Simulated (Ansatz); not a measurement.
# Zn: the change of pressure with volume scale

Periodic Kohn-Sham DFT of a crystal at fixed atoms, scaled to volume_scale times the given cell; pressure positive in compression, energy less spherical unpolarised free atoms, largest_vzz the field gradient of largest size among the nuclei. The results are calculated, by Ansatz 0.2.0.

The cell before it is scaled or strained (space group P6_3/mmc, No. 194):
```
CELL_PARAMETERS angstrom
2.61440 0.00000 0.00000
-1.30720 2.26410 0.00000
0.00000 0.00000 4.87320
ATOMIC_POSITIONS crystal
Zn 0.33333 0.66667 0.25000
Zn 0.66667 0.33333 0.75000
```

Settings of every row: method frozen-core PAW; functional PBEsol; relativity scalar; k mesh 18x18x9; filling fermi-dirac; smearing width 0.03 eV; wave cutoff 420 eV; paw set soft_2.

Atom start moment: 0 on all atoms.

Limits: PAW files made with PBE; no gap: field gradients move with the k mesh.

```csv
row,volume scale,V (Å³/atom),pressure (GPa),largest V_zz (1e21 V/m^2)
1,0.9405,13.565,4.827,4
2,0.98,14.134,0.473,3.743
3,1,14.423,?,?
4,1.02,14.711,-2.981,3.479
5,1.06,15.288,-5.666,3.282
```

Question: what pressure should row 3 give?

Worked fit of pressure. Take u = (V_r/V)^(2/3) − 1 with V_r = 14.422 Å³ an atom, which is twice the finite (Eulerian) strain; such expansions in the strain, on which the Birch-Murnaghan equation of state is built, carry the rest volume and the bulk modulus. The shown rows have u = 0.04169, 0.01354, -0.01314, -0.03813. Least squares give pressure = −1.3592 + 129.817 × u + 444.16 × u² GPa; a straight line predicts inner rows, each left out in turn, worse (root mean square 0.45 against 0.016 GPa). The rows lie off it by 0.002, -0.007, 0.007, -0.003 (root mean square 0.0053 GPa). The pressure vanishes at u = 0.0101, or V = 14.21 Å³ an atom, and there the bulk modulus at fixed shape and fractions is B = −V dP/dV = (2/3)(1 + u) dP/du = 93.5 GPa. Letting shape and atoms relax would as a rule lower it, by much in layered, chain or molecular crystals. The withheld row has u = -5e-05, so the fit gives −1.3592 + 129.817 × (-5e-05) + 444.16 × (-5e-05)² = -1.366 GPa.

The calculation gave -1.36 GPa. The fit lies 0.006 GPa (0.057 % of the column's range) below it; its largest miss of a shown row is 0.007 GPa.

The other values of row 3: largest V_zz 3.611 1e21 V/m^2.
